Does the calculated crystal resist compression too much or too little? The bulk modulus $B=-V\,dP/dV$ tells how much pressure $P$ a given relative loss of volume $V$ costs. It is set by the curvature of the energy against volume. Here it is computed for tantalum, a body-centred cubic metal, in three programs and with several density functionals.

Bulk modulus of body-centred cubic tantalum from Kohn–Sham DFT in ABINIT 10.8.3, GPAW 26.7.0 and Quantum ESPRESSO 7.5, without spin polarisation and with 0.05 eV Fermi–Dirac smearing. Each value is fitted to energies at seven volumes within 6 % of the listed cell's 18.01 Å³/atom. The measured value is 194 GPa (isothermal, from ultrasonic data; arXiv:cond-mat/0403080).

```tsv
program	functional	how the value is got	potentials or basis	wave cutoff (eV)	k-mesh	computed bulk modulus (GPa)	computed over measured, less one (%)
ABINIT 10.8.3 (1)	r2SCAN	fit, rest volume 18.18 Å³/atom	JTH PAW PBE v2.0	326.5	11x11x11	160.6	-17.2
GPAW 26.7.0 (1)	optB88-vdW	fit, rest volume 18.41 Å³/atom	GPAW PAW data sets (gpaw data 1.2.1)	600.0	11x11x11	196.3	1.2
ABINIT 10.8.3 (2)	SOGGA	fit, rest volume 17.57 Å³/atom	JTH PAW PBE v2.0	408.2	11x11x11	209.6	8.0
ABINIT 10.8.3 (3)	PBEsol with spin-orbit coupling	fit, rest volume 17.64 Å³/atom	JTH PAW PBE v2.0	408.2	11x11x11	210.0	8.2
ABINIT 10.8.3 (4)	LDA	fit, rest volume 17.09 Å³/atom	HGH LDA	435.4	11x11x11	210.3	8.4
ABINIT 10.8.3 (5)	PBEsol	fit, rest volume 17.64 Å³/atom	PseudoDojo NC SR PBEsol v0.4.1 standard	789.1	11x11x11	211.6	9.1
ABINIT 10.8.3 (6)	PBE+D3	fit, rest volume 17.66 Å³/atom	JTH PAW PBE v2.0	517.0	11x11x11	212.2	9.4
GPAW 26.7.0 (2)	PBE+D3	fit, rest volume 17.68 Å³/atom	GPAW PAW data sets (gpaw data 1.2.1)	600.0	11x11x11	213.1	9.8
ABINIT 10.8.3 (7)	revPBE+D3	fit, rest volume 17.37 Å³/atom	JTH PAW PBE v2.0	408.2	11x11x11	216.1	11.4
ABINIT 10.8.3 (8)	LDA with spin-orbit coupling	fit, rest volume 17.19 Å³/atom	JTH PAW LDA v2.0	408.2	11x11x11	221.1	14.0
GPAW 26.7.0 (3)	PBEsol+D3(BJ)	fit, rest volume 17.11 Å³/atom	PAW data sets made by gpaw setup for the functional	600.0	11x11x11	228.6	17.8
Quantum ESPRESSO 7.5	LDA	fit, rest volume 17.21 Å³/atom	GBRV 1.5 LDA	612.3	11x11x11	229.7	18.4
```

Eleven of the twelve rows are stiffer than the measured crystal, with a median excess of 9.4 % over the measured value. The r2SCAN row alone lies below it, by 17 %.

That row doesn't show r2SCAN to be too soft, because its energy curve is ragged. Over the last three equal expansion steps the energy rises by 1, 3 and 16 meV. On a smooth curve the rise grows by nearly the same amount each time, as in the PBE+D3 run in GPAW with 13, 21 and 28 meV. A curvature magnifies such noise. The run has the lowest wave cutoff and uses a data set made for PBE, but the table can't tell which of these, if either, is to blame. The row is left out of what follows.

Why should a functional that draws the atoms closer also make the metal stiffer? Each modulus belongs to the volume at which that particular calculation comes to rest, printed under "how the value is got". At a smaller volume the electron shells of neighbouring atoms overlap more, and the repulsion between them climbs more steeply. Further compression then costs more. LDA, known for binding solids too tightly, rests near 17.2 Å³ per atom in Quantum ESPRESSO and gives 230 GPa, whereas optB88-vdW rests at 18.41 Å³ and gives 196 GPa. Across the eleven rows this is a tendency with exceptions, not a strict order.

What would happen if every crystal were held at the same volume? Suppose that the modulus rises linearly with pressure, at a rate $B_0'$. Since $dP=-B\,dV/V$, it follows that $dB/B=-B_0'\,dV/V$, and hence the Murnaghan law

$$B(V)=B_0\left(\frac{V_0}{V}\right)^{B_0'},$$

where $B_0$ is the modulus at the rest volume $V_0$. Each row enters with the three constants of its own energy curve, and none is adjusted to the other rows.

For LDA in Quantum ESPRESSO, $B_0'$ is 4.45. Stretching that crystal to the listed cell of 18.01 Å³ gives $229.7\times(17.21/18.01)^{4.45}\approx188$ GPa; the slope of the run's own pressures gives 186 GPa. The same step takes optB88-vdW, which must be compressed, up to 215 GPa. The softest of the eleven at rest has become the stiffest, as the output after this text shows row by row. A common volume therefore doesn't make the functionals agree: they differ in the shape of the energy curve as well as in where its minimum lies.

How much of the excess comes from the dispersion term? The PBE+D3 run in GPAW allows a direct answer, because D3 is a sum over pairs of atoms added to the energy and can be subtracted again at each volume. It pulls the crystal inward with a pressure of nearly 7 GPa. Without it the rest volume grows from 17.68 to 18.27 Å³, and the modulus at rest falls from 213 to 194 GPa. For PBE, then, almost the whole excess over the measured value enters with D3. Theory offers a reason to distrust such a pull in a metal: mobile electrons screen the attraction between distant atoms, which a sum over pairs ignores.

Does an added attraction stiffen the bonds themselves? At a fixed volume it does the opposite. At 18.01 Å³ the same PBE crystal has a modulus of 207 GPa without D3 and 196 GPa with it, because the attraction fades as the atoms move apart and so bends the energy curve downward. The stiffening comes from the contraction alone. By the Murnaghan law, with this run's $B_0'$ of 4.36, shrinking the rest volume multiplies the modulus by $(18.27/17.68)^{4.36}\approx1.15$. That adds about 30 GPa; the direct softening takes back 11 GPa, and the remainder matches the computed rise of 19 GPa. The sum shows that the account is consistent, though it is no independent test, since all its terms come from one run.

The same reasoning carries over to tungsten, tantalum's neighbour in the periodic table. Tungsten is considerably stiffer, so an equal inward pull would shrink it by a smaller fraction and raise its modulus by a smaller fraction too. In a soft alkali metal both fractions would be far larger. In GPa, however, the Murnaghan law leads one to expect a similar gain from the contraction in tantalum and tungsten, about $B_0'$ times the pull, as long as their $B_0'$ are alike. In an alkali metal the compression would be too large for this simple law to be trusted. How large the D3 pull really is in those metals would have to be computed.

Is the spread caused by the programs or by what is put into them? With PBE+D3, ABINIT and GPAW differ by only 0.9 GPa, although their data sets are not the same. PBEsol first seems to contradict this, with 212 GPa in ABINIT and 229 GPa in GPAW, but the GPAW run includes a D3 term. Once that is subtracted, the two agree to 1 GPa, and their rest volumes agree as well. What looked like a quarrel between programs was a difference in the physics requested.

Which digits can then be trusted? The decimals can't, and in some cases a change of potential shifts even the tens. In the four ABINIT rows with a cutoff of 408 eV, the directly computed pressure is clearly negative at the fitted rest volume, a sign that the basis is not complete. Potentials and cutoffs also differ from row to row, so the order of the values between 210 and 213 GPa carries no meaning. The three LDA rows span 19 GPa, about as much as D3 adds to PBE. The softest of them treats 5 electrons per atom as active and freezes the 5s and 5p shells into the potential, while the other two treat 13. Shells frozen into the potential no longer repel those of neighbouring atoms when the crystal is squeezed. Losing that repulsion is expected to soften the crystal, which is a plausible cause of the low value and would also fit this row's rest volume, the smallest in the table. The number of active electrons is not the only difference, however: the two 13-electron rows still lie 9 GPa apart, with different potentials and cutoffs and with spin–orbit coupling in only one of them.

Does the closest match to experiment mark the best functional? The optB88-vdW row exceeds the measured modulus by only 1.2 %, but it does so in a crystal 2.2 % larger than the listed cell, which is close to the measured size. PBE without D3 also reaches its good value at an enlarged volume. In both, a curve that would be too stiff at the listed volume is softened by expansion, so errors in curvature and in volume partly offset each other. Thermal motion and zero-point vibration soften a real crystal further, and these static calculations omit both. A sound static value should therefore lie somewhat above the measured one, by an amount that the table doesn't supply. A fair judgement needs the volume and the modulus together.

Output of the analysis:

```
Modulus at rest and carried to the listed cell:
                   row  rest volume A3  modulus at rest GPa  modulus at 18.01 A3 GPa
     ABINIT 10.8.3 (1)           18.18                160.6                      169
       GPAW 26.7.0 (1)           18.41                196.3                    215.2
     ABINIT 10.8.3 (2)           17.57                209.6                    191.1
     ABINIT 10.8.3 (3)           17.64                  210                    193.5
     ABINIT 10.8.3 (4)           17.09                210.3                    171.4
     ABINIT 10.8.3 (5)           17.64                211.6                      193
     ABINIT 10.8.3 (6)           17.66                212.2                    195.7
       GPAW 26.7.0 (2)           17.68                213.1                    196.6
     ABINIT 10.8.3 (7)           17.37                216.1                    187.2
     ABINIT 10.8.3 (8)           17.19                221.1                    185.2
       GPAW 26.7.0 (3)           17.11                228.6                    182.1
  Quantum ESPRESSO 7.5           17.21                229.7                    187.9
median excess over measured, without r2SCAN row, %: 9.4
span of moduli without r2SCAN row, GPa: 33.4
rank correlation of rest volume and modulus, without r2SCAN row: -0.5
r2SCAN volume where its pressure vanishes, A3: 17.75
r2SCAN energy step 18.37 to 18.73 A3, meV: 2.917
r2SCAN energy step 18.73 to 19.09 A3, meV: 16.12
optB88-vdW rest volume over listed cell, %: 2.193
inward pull of D3 in PBE at 18.01 A3, GPa: 6.65
GPAW PBE rest volume with D3 removed, A3: 18.27
GPAW PBE modulus at rest with D3 removed, GPa: 194.3
rise of PBE modulus at rest due to D3, GPa: 18.77
GPAW PBE modulus at 18.01 A3 with D3, GPa: 196.1
GPAW PBE modulus at 18.01 A3 without D3, GPa: 206.7
GPAW PBEsol rest volume with D3 removed, A3: 17.66
GPAW PBEsol modulus with D3 removed, GPa: 212.6
rise of PBEsol modulus due to D3, GPa: 16.03
GPAW PBEsol without D3 less ABINIT PBEsol (5), GPa: 0.9737
PBE+D3, GPAW less ABINIT, GPa: 0.9
LDA, Quantum ESPRESSO less ABINIT (4), GPa: 19.4
LDA, Quantum ESPRESSO less ABINIT (8), GPa: 8.6
Quantum ESPRESSO modulus at 18.01 A3 from its pressures, GPa: 185.8
```
